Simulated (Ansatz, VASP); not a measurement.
Ca in VASP and in Ansatz

The input INCAR:

```
PREC = Accurate
ENCUT = 520
EDIFF = 1E-6
ISMEAR = -1
SIGMA = 0.1
LREAL = False
LASPH = True
NELM = 60
ALGO = Normal
ISIF = 2
LWAVE = False
LCHARG = False
GGA = PE
NBANDS = 11
```

File KPOINTS:

```
regular mesh
0
Gamma
  12 12 12
```

File POSCAR:

```
Ca
1.0
    2.7955397159      0.0000000000      0.0000000000
    0.0000000000      2.7955397159      0.0000000000
    0.0000000000      0.0000000000      2.7955397159
Ca
1
Direct
    0.0000000000      0.0000000000      0.0000000000
```

Input for Ansatz:

```yaml
crystal:
  lattice:
    - [2.7955397159, 0.0, 0.0]
    - [0.0, 2.7955397159, 0.0]
    - [0.0, 0.0, 2.7955397159]
  atoms:
    - { symbol: Ca, position: [0.0, 0.0, 0.0] }
kpoints:
  mp_grid: { grid: [12, 12, 12] }
scf:
  occupations: { method: fermi_dirac, width: 0.1 }
hamiltonian:
  xc: pbe
  pseudopotentials: { kind: all_electron, lapw: { basis_error: 0.001 } }
output:
  forces: true
  stress: true
  eigenvalues: true
  populations: true
```

Change from the starting cell: volume scaled by 0.5, LAPW.

Alike in both runs: task single point; functional PBE; k mesh 12 × 12 × 12; occupations fermi-dirac, width 0.1 eV; no spin polarisation.

|  | VASP | Ansatz |
| --- | --- | --- |
| version | VASP 6.6.1 | Ansatz 0.2.0 |
| potentials or method | VASP PAW PBE potentials, release 64 (Ca_sv) | all-electron LAPW, scalar-relativistic |
| plane-wave cutoff (eV) | 520 | see its input |

Ansatz gave:

```
pressure (GPa) : 23.3
```

Question: What did VASP give for the same quantities?

Answer: Pressure (GPa): 23.6.

Ansatz ran all-electron here, so the differences hold the error of VASP's frozen core and of both bases.

Caveats: so large a pressure means that the cell lies far from this level's equilibrium, or that cutoff or potentials fall short (VASP).
